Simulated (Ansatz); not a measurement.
Input and command of a plane-wave DFT calculation in Ansatz:

```yaml
crystal:
  lattice:
    - [3.814825181, 0.0, 0.0]
    - [0.0, 3.814825181, 0.0]
    - [0.0, 0.0, 3.814825181]
  atoms:
    - { symbol: Cu, position: [0.25, 0.25, 0.25] }
    - { symbol: Cu, position: [0.25, 0.75, 0.75] }
    - { symbol: Cu, position: [0.75, 0.75, 0.25] }
    - { symbol: Cu, position: [0.75, 0.25, 0.75] }
    - { symbol: O, position: [0.0, 0.0, 0.0] }
    - { symbol: O, position: [0.5, 0.5, 0.5] }
basis:
  ecutwfc: 420
kpoints:
  mp_grid: { grid: [10, 10, 10] }
hamiltonian:
  xc: pbesol
scf:
  occupations: { method: gaussian, width: 0.01 }
output:
  forces: true
  stress: true
  eigenvalues: true
relax:
  adjacent_minimum: "off"
  f_tol: 0.008
  max_steps: 50
  cell: { stress_tol: 0.08, p_target: 90.0 }
```

```bash
ansatz run input.yaml --threads 1 --pin off --max-ram 2560MiB --backend cpu --events-out ev --progress --plain --runs-dir out
```

Processor: Arm Neoverse V2, 1 thread, on a host shared with other jobs.

Problem. Estimate time, memory and problem size.

Solution. About 40 s on 1 thread of Arm Neoverse V2 (shared host), peak memory 0.41 GiB. It solves 53 bands at 56 k points (the mesh reduced by symmetry) with about 1045 plane waves (on the last cell), in 27 SCF iterations over 4 ionic steps.
